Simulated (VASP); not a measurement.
Runs of VASP 6.6.1 on NiO. Symmetry: Fm-3m, No. 225, cubic system. Conventional cell: a = 4.172 Å, b = 4.172 Å, c = 4.172 Å, α = 90.00°, β = 90.00°, γ = 90.00°. Around Ni (site symmetry m-3m) lie 6 O at 2.09 Å. Around O (site symmetry m-3m) lie 6 Ni at 2.09 Å. 

```csv
task,level,cell,cutoff (eV),gap on the mesh (eV),pressure (GPa),moment (μB),relaxed volume (Å³/atom)
relaxation of cell and atoms,optB86b-vdW,relaxed,600,none,0.0,1.31,8.94
relaxation of cell and atoms,vdW-DF2,relaxed,600,none,-0.1,1.87,10.07
band structure,revPBE,as given,520,-,10.9,(b),-
relaxation of cell and atoms,PW91,relaxed,600,none,0.0,(a),(c)
relaxation of cell and atoms,vdW-DF,relaxed,600,none,0.0,1.88,9.82
```

Alike in all rows: potentials or basis VASP PAW PBE potentials, release 64 (Ni, O); spin collinear, ferromagnetic start; k mesh 11 × 11 × 11; smearing fermi-dirac 0.05 eV.

**Question.** Fill in the values left out.

**Answer.** (a) 1.34; (b) 1.77; (c) 9.15.

Caveats: the PAW data sets were made with another functional, which shifts forces and pressure a little; a cell with one magnetic atom can't hold antiferromagnetic order, which such compounds often take; semilocal functionals often make such compounds metallic where correlation or magnetic order opens a gap, which also shifts bond lengths; the volume moved by +11 % from the deposited cell, more than functionals usually miss (some runs).

A gap of «none» marks a metal or a gap under the smearing width.

Runs at the PBE level aren't shown here.
